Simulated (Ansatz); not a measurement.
# ZrB2 under changes of volume

One of the cells (10.249 Å³/atom); the others are scaled copies at fixed shape and fractional positions:

```
Zr B
1.0
     3.17000    0.00000    0.00000
    -1.58500    2.74530    0.00000
     0.00000    0.00000    3.53300
Zr B
1 2
Direct
  0.00000 0.00000 0.00000
  0.66667 0.33333 0.50000
  0.33333 0.66667 0.50000
```

| Item | Value |
| --- | --- |
| Program | Ansatz 0.2.0 |
| Functional | r2SCAN |
| Potentials or basis | Ansatz PAW |
| Cutoff | 500 eV (not typed: the program's choice for these potentials) |
| k mesh | 10 × 10 × 8 |
| Occupations | fermi-dirac, width 0.05 eV |
| Spin | no spin polarisation |

```csv
volume (Å³/atom),energy over the lowest point (meV/atom),pressure (GPa)
9.634,34.42,18.0
9.839,15.51,11.7
10.044,4.27,6.0
10.249,0.00,0.8
10.454,2.05,-3.9
10.659,9.82,-8.2
10.864,?,?
```

Q: What does the run at 10.864 Å³/atom give?

A: Energy over the lowest point 22.80 meV/atom; pressure -12.0 GPa.

Worked out: A Birch-Murnaghan fit of order 3 (a polynomial in V^(-2/3)) to the other rows has its minimum at 10.28 Å³/atom with B0 = V·E''(V) = 244 GPa and B' = 3.9 at fixed shape and positions, which overstates the stiffness. It gives 22.80 meV/atom at 10.864 Å³/atom, against the run's 22.80, and -dE/dV = -12.0 GPa, against -12.0.

Energies are extrapolated to zero smearing.

Caveats: the PAW data sets come from PBE, with cores solved anew for the run's functional, which leaves a small shift of forces and pressure.
